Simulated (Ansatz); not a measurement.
# Si3N4 (P6_3/m): the host for defect calculations, part 2 of 3

Before any defect goes in: Si3N4 (P6_3/m) at rest, and how it screens a charge.

Ansatz 0.2.0; plane-wave PAW DFT, PBEsol; relaxation of the host's cell and atoms; PAW set soft_1 (the session's first sound run).

So far. Step 3 (Dielectric tensors of the host): The principal values of the electronic dielectric tensor are 4.29, 4.29 and 4.37. The principal values of the static dielectric tensor are 8.24, 8.29 and 8.29.

### 4. Defect free supercell relaxed in its symmetry

This cell, the one that will hold the defects, is built from the relaxed host. Its coarser k-points can move the atoms a little, so it is relaxed from the symmetric sites, as the reference for the test of stability.

This step: plane-wave PAW DFT, PBEsol; relaxation of the defect-free supercell in its symmetry; PAW set soft_1 (Ansatz 0.2.0).

System of this step: Si3N4 (P6_3/m). The cell holds 126 atoms: 54 Si and 72 N. Its edges and angles: a = 13.206 Å, b = 13.206 Å, c = 8.731 Å, α = 90.0°, β = 90.0°, γ = 120.0°.

File pristine.symmetric/input.yaml:

```yaml
crystal:
  lattice:
    - [11.4366858739, 6.6029736679, 0.0]
    - [-11.4366858739, 6.6029736679, 0.0]
    - [0.0, 0.0, 8.7307673361]
  atoms:
    - { symbol: Si, position: [0.0195004636, 0.8065554461, 0.25] }
    - { symbol: Si, position: [0.352833797, 0.4732221127, 0.25] }
    - { symbol: Si, position: [0.6861671303, 0.1398887794, 0.25] }
    - { symbol: Si, position: [0.2129450176, 0.0195004636, 0.0833333333] }
    - { symbol: Si, position: [0.5462783509, 0.6861671303, 0.0833333333] }
    - { symbol: Si, position: [0.8796116842, 0.352833797, 0.0833333333] }
    - { symbol: Si, position: [0.1398887794, 0.4537216491, 0.0833333333] }
    - { symbol: Si, position: [0.4732221127, 0.1203883158, 0.0833333333] }
    - { symbol: Si, position: [0.8065554461, 0.7870549824, 0.0833333333] }
    - { symbol: Si, position: [0.1934445539, 0.2129450176, 0.25] }
    - { symbol: Si, position: [0.5267778873, 0.8796116842, 0.25] }
    - { symbol: Si, position: [0.8601112206, 0.5462783509, 0.25] }
    - { symbol: Si, position: [0.1203883158, 0.647166203, 0.25] }
    - { symbol: Si, position: [0.4537216491, 0.3138328697, 0.25] }
    - { symbol: Si, position: [0.7870549824, 0.9804995364, 0.25] }
    - { symbol: Si, position: [0.3138328697, 0.8601112206, 0.0833333333] }
    - { symbol: Si, position: [0.647166203, 0.5267778873, 0.0833333333] }
    - { symbol: Si, position: [0.9804995364, 0.1934445539, 0.0833333333] }
    - { symbol: "N", position: [0.0, 0.6666666667, 0.25] }
    - { symbol: "N", position: [0.3333333333, 0.3333333334, 0.25] }
    - { symbol: "N", position: [0.6666666667, 0.0, 0.25] }
    - { symbol: "N", position: [0.0, 0.3333333333, 0.0833333333] }
    - { symbol: "N", position: [0.3333333333, 0.0, 0.0833333333] }
    - { symbol: "N", position: [0.6666666667, 0.6666666666, 0.0833333333] }
    - { symbol: "N", position: [0.2134584288, 0.4565327426, 0.25] }
    - { symbol: "N", position: [0.5467917622, 0.1231994092, 0.25] }
    - { symbol: "N", position: [0.8801250955, 0.7898660759, 0.25] }
    - { symbol: "N", position: [0.0902590195, 0.8801250955, 0.0833333333] }
    - { symbol: "N", position: [0.4235923528, 0.5467917622, 0.0833333333] }
    - { symbol: "N", position: [0.7569256862, 0.2134584288, 0.0833333333] }
    - { symbol: "N", position: [0.1231994092, 0.5764076472, 0.0833333333] }
    - { symbol: "N", position: [0.4565327426, 0.2430743138, 0.0833333333] }
    - { symbol: "N", position: [0.7898660759, 0.9097409805, 0.0833333333] }
    - { symbol: "N", position: [0.2101339241, 0.0902590195, 0.25] }
    - { symbol: "N", position: [0.5434672574, 0.7569256862, 0.25] }
    - { symbol: "N", position: [0.8768005908, 0.4235923528, 0.25] }
    - { symbol: "N", position: [0.1198749045, 0.2101339241, 0.0833333333] }
    - { symbol: "N", position: [0.4532082378, 0.8768005908, 0.0833333333] }
    - { symbol: "N", position: [0.7865415712, 0.5434672574, 0.0833333333] }
    - { symbol: "N", position: [0.2430743138, 0.7865415712, 0.25] }
    - { symbol: "N", position: [0.5764076472, 0.4532082378, 0.25] }
    - { symbol: "N", position: [0.9097409805, 0.1198749045, 0.25] }
    - { symbol: Si, position: [0.0195004636, 0.8065554461, 0.5833333333] }
    - { symbol: Si, position: [0.352833797, 0.4732221127, 0.5833333333] }
    - { symbol: Si, position: [0.6861671303, 0.1398887794, 0.5833333333] }
    - { symbol: Si, position: [0.2129450176, 0.0195004636, 0.4166666667] }
    - { symbol: Si, position: [0.5462783509, 0.6861671303, 0.4166666667] }
    - { symbol: Si, position: [0.8796116842, 0.352833797, 0.4166666667] }
    - { symbol: Si, position: [0.1398887794, 0.4537216491, 0.4166666667] }
    - { symbol: Si, position: [0.4732221127, 0.1203883158, 0.4166666667] }
    - { symbol: Si, position: [0.8065554461, 0.7870549824, 0.4166666667] }
    - { symbol: Si, position: [0.1934445539, 0.2129450176, 0.5833333333] }
    - { symbol: Si, position: [0.5267778873, 0.8796116842, 0.5833333333] }
    - { symbol: Si, position: [0.8601112206, 0.5462783509, 0.5833333333] }
    - { symbol: Si, position: [0.1203883158, 0.647166203, 0.5833333333] }
    - { symbol: Si, position: [0.4537216491, 0.3138328697, 0.5833333333] }
    - { symbol: Si, position: [0.7870549824, 0.9804995364, 0.5833333333] }
    - { symbol: Si, position: [0.3138328697, 0.8601112206, 0.4166666667] }
    - { symbol: Si, position: [0.647166203, 0.5267778873, 0.4166666667] }
    - { symbol: Si, position: [0.9804995364, 0.1934445539, 0.4166666667] }
    - { symbol: "N", position: [0.0, 0.6666666667, 0.5833333333] }
    - { symbol: "N", position: [0.3333333333, 0.3333333334, 0.5833333333] }
    - { symbol: "N", position: [0.6666666667, 0.0, 0.5833333333] }
    - { symbol: "N", position: [0.0, 0.3333333333, 0.4166666667] }
    - { symbol: "N", position: [0.3333333333, 0.0, 0.4166666667] }
    - { symbol: "N", position: [0.6666666667, 0.6666666666, 0.4166666667] }
    - { symbol: "N", position: [0.2134584288, 0.4565327426, 0.5833333333] }
    - { symbol: "N", position: [0.5467917622, 0.1231994092, 0.5833333333] }
    - { symbol: "N", position: [0.8801250955, 0.7898660759, 0.5833333333] }
    - { symbol: "N", position: [0.0902590195, 0.8801250955, 0.4166666667] }
    - { symbol: "N", position: [0.4235923528, 0.5467917622, 0.4166666667] }
    - { symbol: "N", position: [0.7569256862, 0.2134584288, 0.4166666667] }
    - { symbol: "N", position: [0.1231994092, 0.5764076472, 0.4166666667] }
    - { symbol: "N", position: [0.4565327426, 0.2430743138, 0.4166666667] }
    - { symbol: "N", position: [0.7898660759, 0.9097409805, 0.4166666667] }
    - { symbol: "N", position: [0.2101339241, 0.0902590195, 0.5833333333] }
    - { symbol: "N", position: [0.5434672574, 0.7569256862, 0.5833333333] }
    - { symbol: "N", position: [0.8768005908, 0.4235923528, 0.5833333333] }
    - { symbol: "N", position: [0.1198749045, 0.2101339241, 0.4166666667] }
    - { symbol: "N", position: [0.4532082378, 0.8768005908, 0.4166666667] }
    - { symbol: "N", position: [0.7865415712, 0.5434672574, 0.4166666667] }
    - { symbol: "N", position: [0.2430743138, 0.7865415712, 0.5833333333] }
    - { symbol: "N", position: [0.5764076472, 0.4532082378, 0.5833333333] }
    - { symbol: "N", position: [0.9097409805, 0.1198749045, 0.5833333333] }
    - { symbol: Si, position: [0.0195004636, 0.8065554461, 0.9166666667] }
    - { symbol: Si, position: [0.352833797, 0.4732221127, 0.9166666667] }
    - { symbol: Si, position: [0.6861671303, 0.1398887794, 0.9166666667] }
    - { symbol: Si, position: [0.2129450176, 0.0195004636, 0.75] }
    - { symbol: Si, position: [0.5462783509, 0.6861671303, 0.75] }
    - { symbol: Si, position: [0.8796116842, 0.352833797, 0.75] }
    - { symbol: Si, position: [0.1398887794, 0.4537216491, 0.75] }
    - { symbol: Si, position: [0.4732221127, 0.1203883158, 0.75] }
    - { symbol: Si, position: [0.8065554461, 0.7870549824, 0.75] }
    - { symbol: Si, position: [0.1934445539, 0.2129450176, 0.9166666667] }
    - { symbol: Si, position: [0.5267778873, 0.8796116842, 0.9166666667] }
    - { symbol: Si, position: [0.8601112206, 0.5462783509, 0.9166666667] }
    - { symbol: Si, position: [0.1203883158, 0.647166203, 0.9166666667] }
    - { symbol: Si, position: [0.4537216491, 0.3138328697, 0.9166666667] }
    - { symbol: Si, position: [0.7870549824, 0.9804995364, 0.9166666667] }
    - { symbol: Si, position: [0.3138328697, 0.8601112206, 0.75] }
    - { symbol: Si, position: [0.647166203, 0.5267778873, 0.75] }
    - { symbol: Si, position: [0.9804995364, 0.1934445539, 0.75] }
    - { symbol: "N", position: [0.0, 0.6666666667, 0.9166666667] }
    - { symbol: "N", position: [0.3333333333, 0.3333333334, 0.9166666667] }
    - { symbol: "N", position: [0.6666666667, 0.0, 0.9166666667] }
    - { symbol: "N", position: [0.0, 0.3333333333, 0.75] }
    - { symbol: "N", position: [0.3333333333, 0.0, 0.75] }
    - { symbol: "N", position: [0.6666666667, 0.6666666666, 0.75] }
    - { symbol: "N", position: [0.2134584288, 0.4565327426, 0.9166666667] }
    - { symbol: "N", position: [0.5467917622, 0.1231994092, 0.9166666667] }
    - { symbol: "N", position: [0.8801250955, 0.7898660759, 0.9166666667] }
    - { symbol: "N", position: [0.0902590195, 0.8801250955, 0.75] }
    - { symbol: "N", position: [0.4235923528, 0.5467917622, 0.75] }
    - { symbol: "N", position: [0.7569256862, 0.2134584288, 0.75] }
    - { symbol: "N", position: [0.1231994092, 0.5764076472, 0.75] }
    - { symbol: "N", position: [0.4565327426, 0.2430743138, 0.75] }
    - { symbol: "N", position: [0.7898660759, 0.9097409805, 0.75] }
    - { symbol: "N", position: [0.2101339241, 0.0902590195, 0.9166666667] }
    - { symbol: "N", position: [0.5434672574, 0.7569256862, 0.9166666667] }
    - { symbol: "N", position: [0.8768005908, 0.4235923528, 0.9166666667] }
    - { symbol: "N", position: [0.1198749045, 0.2101339241, 0.75] }
    - { symbol: "N", position: [0.4532082378, 0.8768005908, 0.75] }
    - { symbol: "N", position: [0.7865415712, 0.5434672574, 0.75] }
    - { symbol: "N", position: [0.2430743138, 0.7865415712, 0.9166666667] }
    - { symbol: "N", position: [0.5764076472, 0.4532082378, 0.9166666667] }
    - { symbol: "N", position: [0.9097409805, 0.1198749045, 0.9166666667] }
basis:
  ecutwfc: 420
  xc_grid: 2
hamiltonian:
  xc: pbesol
  pseudopotentials: { kind: paw, azcp: { folder: soft_1 }, xc_functional: pbe }
kpoints:
  mp_grid: { grid: [1, 1, 1] }
scf:
  occupations: { method: fermi_dirac, width: 0.01 }
  max_iter: 100
  lower_state_search: "off"
output:
  forces: true
relax:
  f_tol: 0.015
  max_steps: 60
  escape_saddle: false
checkpoint:
  write: "../pristine.symmetric.run"
  compress: false
  write_wavefunctions: false
  write_every: 100000
```

On the command line:

```console
ansatz run input.yaml --threads 32 --pin off --max-ram 84787MiB --backend cuda --events-out ev --progress --plain --runs-dir out --max-vram 78GiB
```

Numbers of over 12 decimals in the logs are rounded to 6 here.

Output:

```text
[...]
device memory: the entry about to start is reckoned to put 3.9 GiB on a device that reports 182.5 GiB free (of which the cap on the GPU budget leaves the run 78.0 GiB)
GPU FFT provider: cuFFT
GPU libraries: cuBLAS 13.8.1, cuFFT 12.4.0, cuSOLVER 12.3.2
GPU matrix products: emulated (plane waves: as basis.precision tells), large ones in fixed point in workspaces of 1.00 GiB
Crystal: 126 atoms, lattice volume = 1318.628 Å³
Basis set: ecut = 420 eV, 25805 PW (Γ), exchange–correlation on 180×180×120 points (8 copies of the dense FFT grid, shifted against one another)
Bands: 414, of which v1, the nominal top of the filled ones, is band 288 counted from 1 (287 counted from 0)
Symmetry: 108 space group operations
[...]
k-points: 1
[...]
GPU buffer pool allocated for 486000 grid points (all kernels)
GPU transforms: local potential and band sums: pruned to the plane-wave sphere, on 90×90×60
[...]
SCF iter   1: F=—  HF=-61058.058571 eV  |Δ(HF+E_count)|=         —  Δρ=1.48e-1  dr2=3.04e2  Hψ=1868
[...]
SCF iter   9: F=-60961.538955 eV  HF=-60961.538955 eV  |Δ(HF+E_count)|=   1.46e-5  Δρ=2.99e-6  dr2=1.21e-7  Hψ=1138
SCF 1 converged in 9 iterations: F = -60961.538955 eV  dr2 = 1.21e-7
[...]
relax step   1: F+E_penalty+E_count = -60961.53895503 eV  Δ(F+E_penalty+E_count) = +0.000e0 eV  max|allowed force component| = 7.974e-2 eV/Å  Δτ_max = 0.0000 Å  (9 SCF iters, dr2 threshold 5.63e-6 eV, accepted)
[...]
relax step   2: F+E_penalty+E_count = -60961.54517529 eV  Δ(F+E_penalty+E_count) = -6.220e-3 eV  max|allowed force component| = 4.627e-2 eV/Å  Δτ_max = 0.0031 Å  (5 SCF iters, dr2 threshold 3.97e-7 eV, accepted)
SCF iter   1: F=—  HF=-60961.548759 eV  |Δ(HF+E_count)|=         —  Δρ=4.36e-4  dr2=2.27e-3  Hψ=781
[...]
SCF iter   6: F=-60961.547459 eV  HF=-60961.547459 eV  |Δ(HF+E_count)|=   2.67e-8  Δρ=1.56e-6  dr2=3.76e-8  Hψ=1243
SCF 3 converged in 6 iterations: F = -60961.547459 eV  dr2 = 3.76e-8
relax step   3: F+E_penalty+E_count = -60961.54745887 eV  Δ(F+E_penalty+E_count) = -2.284e-3 eV  max|allowed force component| = 6.167e-3 eV/Å  Δτ_max = 0.0025 Å  (6 SCF iters, accepted)
SCF converged after 6 iterations
Free energy (F): -60961.547459 eV
[...]
Internal energy: -60961.547459 eV  (E = F + TS)
E sigma→0 (E₀):  -60961.547459 eV
Fermi energy:    10.127442 eV
[...]
--- Forces (eV/Å), atoms counted from 1 ---
  atom   1  Si     0.00319502     0.00527582     0.00000000
  atom   2  Si     0.00319502     0.00527582    -0.00000000
  atom   3  Si     0.00319502     0.00527582    -0.00000000
  atom   4  Si    -0.00297148     0.00540488    -0.00000000
  atom   5  Si    -0.00297148     0.00540488     0.00000000
  atom   6  Si    -0.00297148     0.00540488    -0.00000000
  [... 120 more lines of this table ...]
  max |Σ_I F_I| component: 7.01e-17 eV/Å
--- Relaxed structure (3 steps of the walk, 3 accepted, 0 SCFs on fresh bases) ---
  F+E_penalty+E_count = -60961.54745887 eV   max|allowed force component| = 6.167e-3 eV/Å
  atoms:
    - { symbol: Si, position: [0.019226, 0.806520, 0.250000] }
    - { symbol: Si, position: [0.352560, 0.473186, 0.250000] }
    - { symbol: Si, position: [0.685893, 0.139853, 0.250000] }
    - { symbol: Si, position: [0.212706, 0.019226, 0.083333] }
    - { symbol: Si, position: [0.546040, 0.685893, 0.083333] }
    - { symbol: Si, position: [0.879373, 0.352560, 0.083333] }
  [... 120 more lines of this table ...]
```

The job ended after 3 s (1 × NVIDIA GB200 with 32 threads of Arm Neoverse V2, shared host; peak memory 1.1 GiB).

Relaxation path:

```csv
step,energy less that of the first step (eV),largest force component (eV/Å)
1,0.0000,0.0797
2,-0.0062,0.0463
3,-0.0085,0.0062
```

Forces are held to the 108 operations that the run works with; a distortion that breaks them can't arise in this run.

### 5. Defect free supercell relaxed from displaced atoms

This step: plane-wave PAW DFT, PBEsol; relaxation of the defect-free supercell from random displacements, a test of the host's stability; PAW set soft_1 (Ansatz 0.2.0).

pristine.rattled/input.yaml, as its differences from pristine.symmetric/input.yaml of step 4:

```diff
@@ -148,6 +148,6 @@
   f_tol: 0.015
-  max_steps: 60
-  escape_saddle: false
+  max_steps: 120
+  random_displacement: { amplitude: 0.06, seed: 4973 }
 checkpoint:
-  write: "../pristine.symmetric.run"
+  write: "../pristine.rattled.run"
   compress: false
```

Output:

```text
[...]
Crystal: 126 atoms, lattice volume = 1318.628 Å³
Basis set: ecut = 420 eV, 25805 PW (Γ), exchange–correlation on 180×180×120 points (8 copies of the dense FFT grid, shifted against one another)
Bands: 414, of which v1, the nominal top of the filled ones, is band 288 counted from 1 (287 counted from 0)
Symmetry: 1 space group operations
k-points: 1
[...]
SCF iter   1: F=—  HF=-61053.346597 eV  |Δ(HF+E_count)|=         —  Δρ=1.50e-1  dr2=3.10e2  Hψ=1861
[...]
SCF iter   2: F=—  HF=-60958.955415 eV  |Δ(HF+E_count)|=    9.44e1  Δρ=4.91e-2  dr2=1.83e1  Hψ=988
[...]
SCF iter   9: F=-60954.922539 eV  HF=-60954.922536 eV  |Δ(HF+E_count)|=   2.40e-5  Δρ=1.42e-5  dr2=3.15e-6  Hψ=1567
SCF 1 converged in 9 iterations: F = -60954.922539 eV  dr2 = 3.15e-6
[...]
relax step   1: F+E_penalty+E_count = -60954.92253930 eV  Δ(F+E_penalty+E_count) = +0.000e0 eV  max|allowed force component| = 3.601e0 eV/Å  Δτ_max = 0.0000 Å  (9 SCF iters, dr2 threshold 5.63e-6 eV, accepted)
[...]
relax step   2: F+E_penalty+E_count = -60959.22968394 eV  Δ(F+E_penalty+E_count) = -4.307e0 eV  max|allowed force component| = 2.083e0 eV/Å  Δτ_max = 0.0571 Å  (6 SCF iters, dr2 threshold 1.00e-4 eV, accepted)
relax step   3: F+E_penalty+E_count = -60961.54475916 eV  Δ(F+E_penalty+E_count) = -2.315e0 eV  max|allowed force component| = 5.460e-2 eV/Å  Δτ_max = 0.0553 Å  (6 SCF iters, dr2 threshold 1.00e-4 eV, accepted)
relax step   4: F+E_penalty+E_count = -60961.54476979 eV  Δ(F+E_penalty+E_count) = -1.063e-5 eV  max|allowed force component| = 5.470e-2 eV/Å  Δτ_max = 0.0000 Å  (4 SCF iters, accepted)
[...]
SCF iter   1: F=—  HF=-60961.548908 eV  |Δ(HF+E_count)|=         —  Δρ=4.99e-4  dr2=2.77e-3  Hψ=775
[...]
SCF iter   6: F=-60961.547508 eV  HF=-60961.547508 eV  |Δ(HF+E_count)|=   5.50e-8  Δρ=2.00e-6  dr2=5.45e-8  Hψ=1282
SCF 5 converged in 6 iterations: F = -60961.547508 eV  dr2 = 5.45e-8
[...]
relax step   5: F+E_penalty+E_count = -60961.54750826 eV  Δ(F+E_penalty+E_count) = -2.738e-3 eV  max|allowed force component| = 2.707e-3 eV/Å  Δτ_max = 0.0073 Å  (6 SCF iters, accepted)
SCF converged after 6 iterations
Free energy (F): -60961.547508 eV
[...]
Internal energy: -60961.547508 eV  (E = F + TS)
E sigma→0 (E₀):  -60961.547508 eV
Fermi energy:    10.127295 eV
[...]
--- Forces (eV/Å), atoms counted from 1 ---
  atom   1  Si    -0.00122869     0.00060560    -0.00114547
  atom   2  Si     0.00057261     0.00074854     0.00032370
  atom   3  Si    -0.00129346    -0.00176065     0.00025313
  atom   4  Si    -0.00098453    -0.00061759     0.00003356
  atom   5  Si     0.00009777    -0.00053738     0.00126614
  atom   6  Si    -0.00066004     0.00046675     0.00112213
  [... 120 more lines of this table ...]
  max |Σ_I F_I| component: 7.44e-5 eV/Å
--- Relaxed structure (5 steps of the walk, 5 accepted, 0 SCFs on fresh bases) ---
  F+E_penalty+E_count = -60961.54750826 eV   max|allowed force component| = 2.707e-3 eV/Å
  atoms:
    - { symbol: Si, position: [0.018867, 0.806288, 0.250871] }
    - { symbol: Si, position: [0.352202, 0.472957, 0.250854] }
    - { symbol: Si, position: [0.685545, 0.139623, 0.250863] }
    - { symbol: Si, position: [0.212333, 0.019018, 0.084199] }
    - { symbol: Si, position: [0.545665, 0.685688, 0.084188] }
    - { symbol: Si, position: [0.878999, 0.352353, 0.084193] }
  [... 120 more lines of this table ...]
```

Wall time 5.3 s (1 × NVIDIA GB200 with 32 threads); peak memory 1 GiB; 14 s of CPU time.

Step by step:

```csv
step,energy less that of the first step (eV),largest force component (eV/Å)
1,0.0000,3.6013
2,-4.3071,2.0829
3,-6.6222,0.0546
4,-6.6222,0.0547
5,-6.6250,0.0027
```

The relaxation ends 53 meV an atom lower than the displaced start, with a largest force component of 0.0027 eV/Å.

### 6. Host on a dense mesh

This step: plane-wave PAW DFT, PBEsol; single point of the defect-free host, a test of the k-point sampling; PAW set soft_1 (Ansatz 0.2.0).

System of this step: Si3N4 (P6_3/m). The structure is hexagonal, space group P6_3/m (No. 176). The conventional cell has a = 7.624 Å, b = 7.624 Å, c = 2.910 Å, α = 90.00°, β = 90.00°, γ = 120.00°. Nearest to Si lie 4 N at 1.73 to 1.74 Å. Nearest to N lie 3 Si at 1.73 Å. N has 3 Si at 1.74 Å nearest. Farther neighbours and most contacts between anions are not listed.

File dense/input.yaml:

```yaml
crystal:
  lattice:
    - [7.6244572493, 0.0, 0.0]
    - [-3.8122286246, 6.6029736679, 0.0]
    - [0.0, 0.0, 2.9102557787]
  atoms:
    - { symbol: Si, position: [0.2324454812, 0.8260559097, 0.75] }
    - { symbol: Si, position: [0.4063895715, 0.2324454812, 0.25] }
    - { symbol: Si, position: [0.8260559097, 0.5936104285, 0.25] }
    - { symbol: Si, position: [0.1739440903, 0.4063895715, 0.75] }
    - { symbol: Si, position: [0.5936104285, 0.7675545188, 0.75] }
    - { symbol: Si, position: [0.7675545188, 0.1739440903, 0.25] }
    - { symbol: "N", position: [0.3333333333, 0.6666666667, 0.75] }
    - { symbol: "N", position: [0.6666666667, 0.3333333333, 0.25] }
    - { symbol: "N", position: [0.970384115, 0.6699911714, 0.75] }
    - { symbol: "N", position: [0.3003929436, 0.970384115, 0.25] }
    - { symbol: "N", position: [0.6699911714, 0.6996070564, 0.25] }
    - { symbol: "N", position: [0.3300088286, 0.3003929436, 0.75] }
    - { symbol: "N", position: [0.029615885, 0.3300088286, 0.25] }
    - { symbol: "N", position: [0.6996070564, 0.029615885, 0.75] }
basis:
  ecutwfc: 420
  xc_grid: 2
hamiltonian:
  xc: pbesol
  pseudopotentials: { kind: paw, azcp: { folder: soft_1 }, xc_functional: pbe }
kpoints:
  mp_grid: { grid: [4, 4, 9] }
scf:
  occupations: { method: fermi_dirac, width: 0.01 }
  max_iter: 100
  lower_state_search: "off"
checkpoint:
  write: "../dense.run"
  compress: false
  write_wavefunctions: false
  write_every: 100000
```

On the command line:

```console
ansatz run input.yaml --threads 32 --pin off --max-ram 84787MiB --backend cpu --events-out ev --progress --plain --runs-dir out
```

Output:

```text
[...]
Crystal: 14 atoms, lattice volume = 146.514 Å³
Basis set: ecut = 420 eV, 2859 PW (Γ), exchange–correlation on 108×108×40 points (8 copies of the dense FFT grid, shifted against one another)
Bands: 46, of which v1, the nominal top of the filled ones, is band 32 counted from 1 (31 counted from 0)
Symmetry: 12 space group operations
[...]
k-points: 20 of 144
[...]
SCF iter   1: F=—  HF=-6784.394123 eV  |Δ(HF+E_count)|=         —  Δρ=1.48e-1  dr2=3.34e1  Hψ=4455
[...]
SCF iter   9: F=-6773.818118 eV  HF=-6773.818118 eV  |Δ(HF+E_count)|=   1.81e-6  Δρ=3.50e-6  dr2=2.07e-8  Hψ=2151
SCF 1 converged in 9 iterations: F = -6773.818118 eV  dr2 = 2.07e-8
[...]
SCF converged after 9 iterations
Free energy (F): -6773.818118 eV
[...]
Internal energy: -6773.818118 eV  (E = F + TS)
E sigma→0 (E₀):  -6773.818118 eV
Fermi energy:    10.206388 eV
[...]
```

Run time: 0.87 s. Hardware: 32 threads; peak memory 0.4 GiB; 10 s of CPU time.

[end of part 2 of 3]

[Logs are printed without paths, hosts, clocks, repeated set-up lines and the standing remarks that a program may print on its own settings, such as how far it seeks lower states.]

[Hosts, paths, dates, database ids (printed as entryN), source tags and the programs' standing remarks are cut or masked in the printed files.]

[Runs of the host that timed out are not shown.]

[For some hosts the program warned that the k-mesh of the response run may be too coarse for force constants and the static dielectric constant; such warnings are not always shown.]
